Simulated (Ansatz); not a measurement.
TaN: how the axes shrink under pressure

TaN, P-62m, a = 5.179 Å, c = 2.896 Å. Ansatz: PBEsol, PAW, 420 eV, Γ-centred 12×12×12 mesh on 6 atoms, Gaussian smearing 0.10 eV; no spin polarisation. Cell and atoms are relaxed at each pressure, and no other structure is tried, so the rows at high pressure may lie past a change of phase. y = 100 ln(c/c0) with c0 = 2.8960 Å, so nearly a change in per cent. The pressures are the targets, met within 0.06 GPa.

| P (GPa) | y | 100 ln(a/a0) |
| --- | --- | --- |
| -3.0 | ? | ? |
| 0.0 | 0.00 | 0.00 |
| 3.0 | -0.26 | -0.32 |
| 8.0 | -0.67 | -0.83 |
| 15.0 | -1.20 | -1.50 |
| 30.0 | -2.20 | -2.78 |
| 60.0 | -3.82 | -4.93 |

Fit y = c1 P + c2 P² to the other rows, give the linear compressibility along c, and predict the missing y.

Least squares on the rows shown. y = −0.08435 P + 0.0003458 P². The linear compressibility along c is −c1/100 = 0.84 per TPa, against 1.05 along a from the same fit to the last column (its missing entry is 0.33): the crystal is softer along a at low pressure. With a term in P³ added, the coefficient of P becomes -0.08810, 4 % more, which shows how far this figure hangs on the form. At P = -3.0 the fit asked for gives 0.26. The run gave 0.27, so the fit is 0.01 too low, within the rms miss on the fitted rows (0.01).

Spin–orbit coupling is left out, which can shift energies with elements as heavy as these.